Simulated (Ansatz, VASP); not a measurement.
# Os in VASP and in Ansatz

```
Os
1.0
    -1.53095    1.53095    1.53095
     1.53095   -1.53095    1.53095
     1.53095    1.53095   -1.53095
Os
1
Cartesian
  0.0000 0.0000 0.0000
```

Alike in both runs: task single point; functional PBEsol; k mesh 28 × 28 × 28; occupations gaussian, width 0.1 eV; no spin polarisation.

|  | VASP | Ansatz |
| --- | --- | --- |
| version | VASP 6.6.1 | Ansatz 0.2.0 |
| potentials or method | VASP PAW PBE potentials, release 64 (Os) | scalar-relativistic, plane waves, PAW |
| plane-wave cutoff (eV) | 520 | 420 |
| valence electrons in the cell | 8 | 16 |

|  | VASP | Ansatz | Ansatz less VASP |
| --- | --- | --- | --- |
| gap on the k mesh at the Fermi level (eV) | none | none | - |
| pressure (GPa) | 0.6 | 0.0 | -0.62 |

A gap of «none» marks a metal or a gap that the smearing closes. The functional is the same, so the differences come from potentials, cutoffs and numerics. The two sets of potentials don't hold the same shells in valence. Ansatz warned: «pseudo_functional_mismatch».

Caveats: the PAW data sets were made with another functional, which shifts forces and pressure a little (VASP). Spin-orbit coupling is left out, which matters for the levels of Os.
